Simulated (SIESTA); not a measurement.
C:

```
CELL_PARAMETERS angstrom
0.00000 1.78337 1.78337
1.78337 0.00000 1.78337
1.78337 1.78337 0.00000
ATOMIC_POSITIONS crystal
C 0.75000 0.75000 0.75000
C 0.50000 0.50000 0.50000
```

This isn't the form of C at room conditions, which is graphite.

Base run:

- Program: SIESTA 5.4.2
- Functional: optB88-vdW
- Potentials or basis: PseudoDojo 0.4 standard (PBE files)
- Basis: DZP (energy shift 0.003 Ry)
- Grid cutoff: 500 Ry
- Energy shift: 0.003 Ry
- k mesh: 13 × 13 × 13
- Occupations: fermi-dirac, width 0.05 eV
- Spin: no spin polarisation

Its results: band gap on the k mesh 4.40 eV, indirect (least direct gap 5.75 eV); pressure 14.9 GPa.

**Question.** After a change of settings the same cell gave: band gap on the k mesh 4.21 eV, indirect (least direct gap 5.67 eV); pressure 7.5 GPa. Which change was it?
A. functional from optB88-vdW to vdW-DF-C09
B. functional from optB88-vdW to BLYP
C. functional from optB88-vdW to vdW-DF2
D. functional from optB88-vdW to vdW-DF

**Answer.** A.

Caveats: the potentials were made for another functional, which shifts forces and pressure; the basis of atomic orbitals isn't converged, which shifts pressures, moduli and gaps.

Runs at the PBE level aren't shown here.
